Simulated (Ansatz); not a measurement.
# SnO: the cost of one run

Program: Ansatz 0.2.0. Level of theory: DFT PBE, scalar-relativistic, plane waves, PAW. These are calculated values, not measurements.

## (1) The system as given

The structure is hexagonal, space group P6_3/mmc (No. 194). Conventional cell: a = 3.493 Å, b = 3.493 Å, c = 5.756 Å, α = 90.00°, β = 90.00°, γ = 120.00°. Sn (site symmetry -3m) has 6 O at 2.48 Å as nearest neighbours. O (site symmetry -6m2) has 6 Sn at 2.48 Å as nearest neighbours.

As a file:

```
CELL_PARAMETERS angstrom
3.49338 0.00000 0.00000
-1.74669 3.02535 0.00000
0.00000 0.00000 5.75565
ATOMIC_POSITIONS crystal
Sn 0.00000 0.00000 0.00000
Sn 0.00000 0.00000 0.50000
O 0.33333 0.66667 0.75000
O 0.66667 0.33333 0.25000
```

The cell is invented: close-packed anion layers stacked AB|A, with sites between them filled layer by layer (P6_3/mmc, No. 194). Its size is a rough estimate.

## (2) A first look at the guess

Contents of input.yaml:

```yaml
crystal:
  lattice:
    - [3.49337875, 0.0, 0.0]
    - [-1.74668937, 3.02535474, 0.0]
    - [0.0, 0.0, 5.75565459]
  atoms:
    - { symbol: Sn, position: [0.0, 0.0, 0.0] }
    - { symbol: Sn, position: [0.0, 0.0, 0.5] }
    - { symbol: O, position: [0.33333333, 0.66666667, 0.75] }
    - { symbol: O, position: [0.66666667, 0.33333333, 0.25] }
basis:
  ecutwfc: 420
kpoints:
  mp_grid: { grid: [6, 6, 4] }
hamiltonian:
  xc: pbe
scf:
  occupations: { method: gaussian, width: 0.1 }
  lower_state_search: "off"
output:
  forces: true
  stress: true
  eigenvalues: true
```

On the command line:

```bash
$ ansatz run input.yaml --threads 1 --pin off --max-ram 2048MiB --backend cpu --events-out ev --progress --plain --runs-dir out
```

What time and memory should one allow on 1 thread of Arm Neoverse N1, shared host?

About 2.7 s, with a peak of 0.31 GiB.
